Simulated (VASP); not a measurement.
Input and output of a VASP PBEsol relaxation of cell and atoms on SnTe (rocksalt)

INCAR

```
GGA = PS
ENCUT = 600
ISIF = 3
NSW = 40
ISMEAR = -1
EDIFF = 1E-7
PREC = Accurate
LASPH = .TRUE.
IBRION = 2
EDIFFG = -5E-3
LREAL = .FALSE.
LWAVE = .FALSE.
NELM = 120
LCHARG = .FALSE.
SIGMA = 0.02
NBANDS = 17
```

KPOINTS

```
KPOINTS created by Atomic Simulation Environment
0
Gamma
6 6 6
0 0 0
```

POSCAR

```
Sn Te
 1.0000000000000000
    -0.0000000000000000    3.2053449931371869    3.2053449931371869
     3.2053449931371869    0.0000000000000000    3.2053449931371869
     3.2053449931371869    3.2053449931371869   -0.0000000000000000
 Sn  Te
   1   1
Cartesian
  0.0000000000000000  0.0000000000000000  0.0000000000000000
  3.2053449931371869  3.2053449931371869  3.2053449931371869
```

VASP ran with the recommended PBE PAW datasets (20 valence electrons in the cell).

Command

```
mpirun -np 1 vasp_std
```

From OUTCAR

```
k-points           NKPTS =     16   k-points in BZ     NKDIM =     16   number of bands    NBANDS=     17

   NELECT =      20.0000    total number of electrons

   dimension x,y,z NGX =    36 NGY =   36 NGZ =   36
   dimension x,y,z NGXF=    72 NGYF=   72 NGZF=   72

  energy-cutoff  :      600.00
  volume of cell :       62.12
      direct lattice vectors                 reciprocal lattice vectors
     0.000000000  3.143426852  3.143426852    -0.159062076  0.159062076  0.159062076
     3.143426852  0.000000000  3.143426852     0.159062076 -0.159062076  0.159062076
     3.143426852  3.143426852  0.000000000     0.159062076  0.159062076 -0.159062076

 k-points in reciprocal lattice and weights: KPOINTS created by Atomic Simulation Env
   0.00000000  0.00000000  0.00000000       0.005
   0.16666667  0.00000000  0.00000000       0.037
   0.33333333  0.00000000  0.00000000       0.037
   0.50000000  0.00000000  0.00000000       0.019
   0.16666667  0.16666667  0.00000000       0.028
   0.33333333  0.16666667  0.00000000       0.111
   0.50000000  0.16666667  0.00000000       0.111
  -0.33333333  0.16666667  0.00000000       0.111
   ...

 E-fermi :   6.9138

 k-point     1 :       0.0000    0.0000    0.0000
  band No.  band energies     occupation
      1     -14.9113      2.00000
      2     -14.9113      2.00000
      3     -14.9036      2.00000
      4     -14.9036      2.00000
      5     -14.9036      2.00000
      6      -5.9840      2.00000
      7       2.2016      2.00000
      8       4.7377      2.00000
      9       4.7377      2.00000
     10       4.7377      2.00000
     11      10.2346      0.00000
     12      10.2346      0.00000
     13      10.2346      0.00000
     14      11.5933      0.00000
     15      11.5933      0.00000
     16      11.5933      0.00000
     17      13.5573      0.00000

 k-point     2 :       0.1667    0.0000    0.0000
  band No.  band energies     occupation
      1     -14.9125      2.00000
      2     -14.9125      2.00000
      3     -14.9032      2.00000
      4     -14.9020      2.00000
      5     -14.9020      2.00000
      6      -5.7493      2.00000
      7       1.0630      2.00000
      8       4.7802      2.00000
      9       4.7802      2.00000
     10       5.4899      2.00000
     11       9.1757      0.00000
     12       9.1757      0.00000
     13       9.2105      0.00000
     14      11.5621      0.00000
     15      12.1579      0.00000
     16      12.1579      0.00000
     17      15.3225      0.00000

 k-point     3 :       0.3333    0.0000    0.0000
  band No.  band energies     occupation
      1     -14.9153      2.00000
      2     -14.9153      2.00000
      3     -14.9023      2.00000
      4     -14.8982      2.00000
      5     -14.8982      2.00000
      6      -5.1367      2.00000
      7      -0.6398      2.00000
      8       4.9363      2.00000
      9       4.9363      2.00000
     10       6.2688      2.00000
     11       7.8158      0.00000
     12       7.8158      0.00000
     13       7.8629      0.00000
     14      12.6818      0.00000
     15      13.6934      0.00000
     16      13.6934      0.00000
     17      17.5413      0.00000

 k-point     4 :       0.5000    0.0000    0.0000
  band No.  band energies     occupation
      1     -14.9168      2.00000
      2     -14.9168      2.00000
      3     -14.9019      2.00000
      4     -14.8963      2.00000
      5     -14.8963      2.00000
      6      -4.6784      2.00000
      7      -1.5107      2.00000
      8       5.0778      2.00000
      9       5.0778      2.00000
     10       6.8324      1.96651
     11       6.9953      0.03349
     12       7.2242      0.00000
     13       7.2242      0.00000
     14      14.5955      0.00000
     15      15.6247      0.00000
     16      15.7354      0.00000
     17      15.7354      0.00000

 k-point     5 :       0.1667    0.1667    0.0000
  band No.  band energies     occupation
      1     -14.9154      2.00000
      2     -14.9101      2.00000
      3     -14.9046      2.00000
      4     -14.9008      2.00000
      5     -14.9008      2.00000
      6      -5.6725      2.00000
      7       1.0764      2.00000
      8       4.2302      2.00000
      9       4.2302      2.00000
     10       6.1278      2.00000
     11       7.7889      0.00000
     12      10.4139      0.00000
     13      10.4139      0.00000
     14      10.4148      0.00000
     15      13.0421      0.00000
     16      13.0421      0.00000
     17      14.0747      0.00000

 k-point     6 :       0.3333    0.1667    0.0000
  band No.  band energies     occupation
      1     -14.9189      2.00000
      2     -14.9110      2.00000
      3     -14.9041      2.00000
      4     -14.8983      2.00000
      5     -14.8974      2.00000
      6      -5.1862      2.00000
      7      -0.0670      2.00000
      8       4.0205      2.00000
      9       4.1155      2.00000
     10       5.1567      2.00000
     11       8.4740      0.00000
     12       9.6857      0.00000
     13       9.7740      0.00000
     14      10.7074      0.00000
     15      14.2904      0.00000
     16      14.5501      0.00000
     17      15.9717      0.00000

 k-point     7 :       0.5000    0.1667    0.0000
  band No.  band energies     occupation
      1     -14.9197      2.00000
      2     -14.9140      2.00000
      3     -14.9017      2.00000
      4     -14.8973      2.00000
      5     -14.8955      2.00000
      6      -4.6180      2.00000
      7      -1.1709      2.00000
      8       3.5875      2.00000
      9       4.2784      2.00000
     10       5.1472      2.00000
     11       8.4627      0.00000
     12       8.4929      0.00000
     13       9.6891      0.00000
     14      12.2751      0.00000
     15      15.1729      0.00000
     16      15.8161      0.00000
     17      16.3266      0.00000

 k-point     8 :      -0.3333    0.1667    0.0000
  band No.  band energies     occupation
      1     -14.9171      2.00000
      2     -14.9157      2.00000
      3     -14.9009      2.00000
      4     -14.8975      2.00000
      5     -14.8973      2.00000
      6      -4.7706      2.00000
      7      -0.9645      2.00000
      8       3.2284      2.00000
      9       4.9165      2.00000
     10       5.9659      2.00000
     11       7.6508      0.00000
     12       7.7737      0.00000
     13      10.2944      0.00000
     14      12.8213      0.00000
     15      13.6077      0.00000
     16      14.9851      0.00000
     17      16.7274      0.00000

 k-point     9 :      -0.1667    0.1667    0.0000
  band No.  band energies     occupation
      1     -14.9149      2.00000
      2     -14.9134      2.00000
      3     -14.9026      2.00000
      4     -14.9006      2.00000
      5     -14.8990      2.00000
      6      -5.3851      2.00000
      7       0.1609      2.00000
      8       3.6666      2.00000
      9       5.2602      2.00000
     10       6.5175      2.00000
     11       7.5982      0.00000
     12       7.7650      0.00000
     13      10.3906      0.00000
     14      11.8336      0.00000
     15      12.3198      0.00000
     16      14.3131      0.00000
     17      14.7225      0.00000

 k-point    10 :       0.3333    0.3333    0.0000
  band No.  band energies     occupation
      1     -14.9248      2.00000
      2     -14.9076      2.00000
      3     -14.9066      2.00000
      4     -14.8951      2.00000
      5     -14.8951      2.00000
      6      -4.8897      2.00000
      7       0.1932      2.00000
      8       3.2113      2.00000
      9       3.4367      2.00000
     10       3.4367      2.00000
     11       9.3310      0.00000
     12      10.7473      0.00000
     13      11.2293      0.00000
     14      11.2293      0.00000
     15      15.0056      0.00000
     16      15.8382      0.00000
     17      16.1344      0.00000

 k-point    11 :       0.5000    0.3333    0.0000
  band No.  band energies     occupation
      1     -14.9264      2.00000
      2     -14.9087      2.00000
      3     -14.9055      2.00000
      4     -14.8942      2.00000
      5     -14.8934      2.00000
      6      -4.4645      2.00000
      7      -0.3126      2.00000
      8       1.9810      2.00000
      9       3.4170      2.00000
     10       3.7647      2.00000
     11       9.7048      0.00000
     12      10.5825      0.00000
     13      10.8987      0.00000
     14      12.1596      0.00000
     15      15.8861      0.00000
     16      16.4072      0.00000
     17      17.0349      0.00000

 ...

  Total        0.0006079      0.0006079      0.0006079      0.0000000      0.0000000     -0.0000000
  in kB        0.0156792      0.0156792      0.0156792      0.0000000      0.0000000     -0.0000000
  external PRESSURE =       0.0156792 kB  Pullay stress =       0.0000000 kB

 POSITION                                       TOTAL-FORCE (eV/Angst)
 -----------------------------------------------------------------------------------
      0.00000      0.00000      0.00000         0.000000     -0.000000      0.000000
      3.14343      3.14343      3.14343        -0.000000      0.000000     -0.000000
 -----------------------------------------------------------------------------------
    total drift:                               -0.000000      0.000000      0.000000

  FREE ENERGIE OF THE ION-ELECTRON SYSTEM (eV)
  ---------------------------------------------------
  free  energy   TOTEN  =        -8.3412879605 eV

  energy  without entropy=       -8.3411618909  energy(sigma->0) =       -8.34122493
```

CONTCAR

```
Sn Te
   1.00000000000000
     0.0000000000000000    3.1434268518116362    3.1434268518116362
     3.1434268518116362    0.0000000000000000    3.1434268518116362
     3.1434268518116362    3.1434268518116362    0.0000000000000000
  Sn              Te
     1     1
Direct
     0.0000000000000000    0.0000000000000000    0.0000000000000000
     0.5000000000000000    0.5000000000000000    0.5000000000000000

  0.00000000E+00  0.00000000E+00  0.00000000E+00
  0.00000000E+00  0.00000000E+00  0.00000000E+00
```

| Quantity | Value |
| --- | --- |
| relaxed cell vector lengths | 4.445, 4.445, 4.445 Å |
| relaxed cell volume | 62.12 Å³ |

The run was restarted once from its relaxed cell; OSZICAR and OUTCAR are the second run's.

The run (the restart alone) took about 9.5 s on one core of a shared host (Intel Xeon 6975P-C) and held 0.19 GiB at most.
